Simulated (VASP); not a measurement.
# BN, partial densities of the band edges: which settings are enough?

BN, F-43m (no. 216), 2 atoms in the cell. PBEsol, partial densities of the band edges; PAW potentials N, B (PBE set). VASP 6.6.1.

Wanted: valence top by element within 0.01 shares; conduction bottom by element within 0.01 shares; evenness of the valence-top density within 0.02 (∫n)²/(V∫n²); evenness of the conduction-bottom density within 0.02 (∫n)²/(V∫n²).

POSCAR:
```
BN
1.0
    0.0000000000      1.8130010000      1.8130010000
    1.8130010000      0.0000000000      1.8130010000
    1.8130010000      1.8130010000      0.0000000000
N B
1 1
Direct
    0.2500000000      0.2500000000      0.2500000000
    0.0000000000      0.0000000000      0.0000000000
```

The series start from Cutoff ENCUT (eV): 500; k mesh: 6 × 6 × 6; PREC: Accurate; ISYM: -1. Each series keeps the choices made before it, and each single choice may use up half of a tolerance. Times cover all steps of a run.

## Cutoff ENCUT (eV)

| Cutoff ENCUT (eV) | Valence top by element, largest deviation (shares) | Conduction bottom by element, largest deviation (shares) | Evenness of the valence-top density ((∫n)²/(V∫n²)) | Evenness of the conduction-bottom density ((∫n)²/(V∫n²)) | Time (s) |
|---|---|---|---|---|---|
| 300 | 0.002 | 0.001 | 0.275 | 0.574 | 4.4 |
| 400 | 0.002 | 0.000 | 0.269 | 0.573 | 6.9 |
| 500 | 0.000 | 0.000 | 0.266 | 0.573 | 8.1 |
| 700 (reference) | 0.000 | 0.000 | 0.266 | 0.573 | 9.9 |

## k mesh

| k mesh | Valence top by element, largest deviation (shares) | Conduction bottom by element, largest deviation (shares) | Evenness of the valence-top density ((∫n)²/(V∫n²)) | Evenness of the conduction-bottom density ((∫n)²/(V∫n²)) | Time (s) |
|---|---|---|---|---|---|
| 4 × 4 × 4 | 0.001 | 0.000 | 0.275 | 0.574 | 3.3 |
| 6 × 6 × 6 | 0.000 | 0.000 | 0.275 | 0.574 | 4.4 |
| 8 × 8 × 8 (reference) | 0.000 | 0.000 | 0.275 | 0.574 | 6.4 |

## PREC

| PREC | Valence top by element, largest deviation (shares) | Conduction bottom by element, largest deviation (shares) | Evenness of the valence-top density ((∫n)²/(V∫n²)) | Evenness of the conduction-bottom density ((∫n)²/(V∫n²)) | Time (s) |
|---|---|---|---|---|---|
| Accurate | 0.000 | 0.000 | 0.275 | 0.574 | 3.3 |
| Normal | 0.000 | 0.000 | 0.275 | 0.574 | 3.3 |
| Single | 0.003 | 0.001 | 0.275 | 0.574 | 3.2 |

## ISYM

| ISYM | Valence top by element, largest deviation (shares) | Conduction bottom by element, largest deviation (shares) | Evenness of the valence-top density ((∫n)²/(V∫n²)) | Evenness of the conduction-bottom density ((∫n)²/(V∫n²)) | Time (s) |
|---|---|---|---|---|---|
| -1 | 0.000 | 0.000 | 0.275 | 0.574 | 3.3 |
| 2 | 0.000 | 0.000 | 0.275 | 0.678 | 2.9 |

## Question

The rows run from the loosest to the tightest (no order: PREC, ISYM). For each series: choose the loosest value from which every tighter one stays within half of the tolerance; where there is no order, keep the first row unless others stay within half of the tolerance and take at least 30 % less time, and then take the fastest.

## Answer

- Cutoff ENCUT (eV): 300
- k mesh: 4 × 4 × 4
- PREC: Accurate
- ISYM: -1

## All choices together

| Input | Valence top by element, largest deviation (shares) | Conduction bottom by element, largest deviation (shares) | Evenness of the valence-top density ((∫n)²/(V∫n²)) | Evenness of the conduction-bottom density ((∫n)²/(V∫n²)) | Time (s) |
|---|---|---|---|---|---|
| program defaults, k points 0.5 per Å apart (naive) | 0.002 | 0.008 | 0.269 | 0.693 | 2.9 |
| chosen settings | 0.003 | 0.001 | 0.275 | 0.574 | 3.3 |
| reference settings throughout | 0.000 | 0.000 | 0.266 | 0.573 | 19 |

The tolerance is met.

Values of the reference run: Valence top by element: 0.8168, 0.1832 in the order of the elements; Conduction bottom by element: 0.3796, 0.6204 in the order of the elements.

## The input

INCAR.step1:
```
ALGO = Normal
EDIFF = 1E-6
ENCUT = 300
GGA = PS
ISMEAR = 0
ISYM = -1
KPAR = 2
LASPH = True
LCHARG = False
LREAL = False
LWAVE = True
NBANDS = 11
NELM = 120
PREC = Accurate
SIGMA = 0.02
```

INCAR.step2, as INCAR.step1 but for:
```
- KPAR = 2
- LWAVE = True
+ IBAND = 2 3 4
+ ISTART = 1
+ KPUSE = 1
+ LPARD = True
+ LWAVE = False
```

INCAR.step3, as INCAR.step2 but for:
```
- IBAND = 2 3 4
- KPUSE = 1
+ IBAND = 5
+ KPUSE = 11
```

INCAR.step4, as INCAR.step3 but for:
```
- IBAND = 5
- KPUSE = 11
+ EINT = 6.9026 7.4036
+ NBMOD = -2
```

INCAR.step5, as INCAR.step4 but for:
```
- EINT = 6.9026 7.4036
- NBMOD = -2
+ IBAND = 4 5
+ LSEPB = True
```

KPOINTS:
```
Automatic mesh
0
Gamma
  4 4 4
  0 0 0
```

Commands (each step's output is kept before the next begins):
```
cat potpaw_PBE.64/N/POTCAR potpaw_PBE.64/B/POTCAR > POTCAR
cp INCAR.step1 INCAR
mpirun -np 2 vasp_std > vasp.out
cp INCAR.step2 INCAR
mpirun -np 1 vasp_std > vasp.out
mv PARCHG PARCHG.valence_top
cp INCAR.step3 INCAR
mpirun -np 1 vasp_std > vasp.out
mv PARCHG PARCHG.conduction_bottom
cp INCAR.step4 INCAR
mpirun -np 1 vasp_std > vasp.out
mv PARCHG PARCHG.top_0.5_eV_of_the_valence_band
cp INCAR.step5 INCAR
mpirun -np 1 vasp_std > vasp.out
```

The chosen input took VASP 6.6.1 3.3 s on 2 cores (Intel Xeon 6975P-C (Granite Rapids)), a shared host.
